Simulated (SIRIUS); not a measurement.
**EuO under changes of volume**

One of the cells (16.673 Å³/atom); the others are scaled copies at fixed shape and fractional positions:

```
Eu O
1.0
     0.00000    2.55469    2.55469
     2.55469    0.00000    2.55469
     2.55469    2.55469    0.00000
Eu O
1 1
Direct
  0.00000 0.00000 0.00000
  0.50000 0.50000 0.50000
```

- Program: SIRIUS 7.12.0
- Functional: LDA
- Potentials or basis: all-electron FP-LAPW
- Cutoff: 276 eV
- Basis: apw+lo standard
- k mesh: 9 × 9 × 9
- Occupations: fermi-dirac, width 0.05 eV
- Spin: collinear spin, ferromagnetic start
- Starting moments: [7.0, 0.0] μB

```tsv
volume (Å³/atom)	energy over the lowest point (meV/atom)	moment (μB per cell)
15.992	0.00	6.94
16.333	20.12	6.95
16.673	43.65	6.96
17.013	69.87	6.97
17.354	?	?
```

Task: What does the run at 17.354 Å³/atom give?

Result: Energy over the lowest point 98.84 meV/atom; moment 6.98 μB per cell.

Worked out: A Birch-Murnaghan fit of order 2 (a polynomial in V^(-2/3)) to the other rows has no minimum within the range. It gives 98.87 meV/atom at 17.354 Å³/atom, against the run's 98.84. A straight line through the other rows of the moment, of slope 0.0294 μB per Å³/atom, extrapolates to 6.98 μB, against the run's 6.98.

Energies are extrapolated to zero smearing.

Caveats: a cell with one magnetic atom can't hold antiferromagnetic order, which such compounds often take; without U or exact exchange the open f shell lies at the Fermi level, which spoils levels, moments and volumes.
